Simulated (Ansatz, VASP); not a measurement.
BeSe4 in VASP and in Ansatz

INCAR

```
SYSTEM = BeSe4
PREC = Accurate
ENCUT = 600
EDIFF = 1E-6
ISMEAR = 0
SIGMA = 0.1
LREAL = .False.
LASPH = .True.
NELM = 100
ALGO = Normal
ISIF = 3
LWAVE = .False.
LCHARG = .False.
GGA = PE
IBRION = 2
NSW = 90
EDIFFG = -0.04
```

Contents of KPOINTS:

```
Automatic mesh
0
Gamma
  6 6 2
  0 0 0
```

POSCAR

```
BeSe4
1.0
    3.3816997500      0.0000000000      0.0000000000
   -1.6908498700      2.9286378900      0.0000000000
    0.0000000000      0.0000000000     10.8737925800
Be Se
1 4
Direct
    0.0000000000      0.0000000000      0.0000000000
    0.3333333300      0.6666666700      0.8658552800
    0.3333333300      0.6666666700      0.3767953500
    0.6666666700      0.3333333300      0.1341447200
    0.6666666700      0.3333333300      0.6232046500
```

Input for Ansatz:

```yaml
crystal:
  lattice:
    - [3.38169975, 0.0, 0.0]
    - [-1.69084987, 2.92863789, 0.0]
    - [0.0, 0.0, 10.87379258]
  atoms:
    - { symbol: Be, position: [0.0, 0.0, 0.0] }
    - { symbol: Se, position: [0.33333333, 0.66666667, 0.86585528] }
    - { symbol: Se, position: [0.33333333, 0.66666667, 0.37679535] }
    - { symbol: Se, position: [0.66666667, 0.33333333, 0.13414472] }
    - { symbol: Se, position: [0.66666667, 0.33333333, 0.62320465] }
basis:
  ecutwfc: 420
kpoints:
  mp_grid: { grid: [6, 6, 2] }
hamiltonian:
  xc: pbe
scf:
  occupations: { method: gaussian, width: 0.1 }
  lower_state_search: "off"
output:
  forces: true
  stress: true
  eigenvalues: true
relax:
  adjacent_minimum: "off"
  f_tol: 0.04
  max_steps: 70
  cell: { stress_tol: 0.4 }
```

Change from the starting cell: species swapped into the Co4H type (P-3m1, No. 164).

Alike in both runs: task relaxation of cell and atoms; functional PBE; k mesh 6 × 6 × 2; occupations gaussian, width 0.1 eV; no spin polarisation.

```csv
,VASP,Ansatz
version,VASP 6.6.1,Ansatz 0.2.0
potentials or method,"VASP PAW PBE potentials, release 64 (Be, Se)","scalar-relativistic, plane waves, PAW"
plane-wave cutoff (eV),600,420
valence electrons in the cell,26,66
```

VASP gave:

```
gap on the k mesh at the Fermi level, each at its own relaxed structure (eV) : none
relaxed volume (Å³/atom)                                                     : 19.20
relaxed cell length with the largest relative difference (Å)                 : 8.581
energy change over the relaxation (meV/atom)                                 : -306
```

What did Ansatz give for the same quantities?

gap on the k mesh at the Fermi level, each at its own relaxed structure (eV): none; relaxed volume (Å³/atom): 19.26; relaxed cell length with the largest relative difference (Å): 8.600; energy change over the relaxation (meV/atom): -307.

A gap of «none» marks a metal or a gap that the smearing closes. The two sets of potentials don't hold the same shells in valence.
